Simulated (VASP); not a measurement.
Here is a VASP 6.6.1 calculation.

File INCAR:

```
SYSTEM = TiTe2
  PREC = Accurate
  ENCUT = 600
  EDIFF = 1E-6
  ISMEAR = 1
  SIGMA = 0.1
  LREAL = .FALSE.
  LASPH = .TRUE.
  NELM = 80
  ALGO = Normal
  ISIF = 3
  LWAVE = .FALSE.
  LCHARG = .FALSE.
  GGA = MK
  LUSE_VDW = .TRUE.
  AGGAC = 0.0
  PARAM1 = 0.1234
  PARAM2 = 1.0
  IBRION = 2
  NSW = 90
  EDIFFG = -0.01
```

The input KPOINTS:

```
regular mesh
0
G
  12 12 6
  0 0 0
```

The input POSCAR:

```
TiTe2
1.0
    3.7770000000      0.0000000000      0.0000000000
   -1.8885000000      3.2709779501      0.0000000000
    0.0000000000      0.0000000000      6.4980000000
Ti Te
1 2
Direct
    0.0000000000      0.0000000000      0.0000000000
    0.6666666667      0.3333333333      0.2628000000
    0.3333333333      0.6666666667      0.7372000000
```

Potentials or basis: VASP PAW PBE potentials, release 64 (Ti_sv, Te).

Launch:

```bash
$ cat potpaw_PBE.64/Ti_sv/POTCAR potpaw_PBE.64/Te/POTCAR > POTCAR
$ mpirun -np 1 vasp_std > vasp.out
```

(1) Predict the band gap on the k mesh.

(2) Estimate the relaxed cell.

(3) What does it give for the relaxed volume?

Results:

(1) none (metal or under the smearing width).

(2) a = 3.748 Å, b = 3.748 Å, c = 6.529 Å, α = 90.00°, β = 90.00°, γ = 120.00°.

(3) 26.48 Å³/atom.

Caveat: the PAW data sets were made with another functional, which shifts forces and pressure a little.
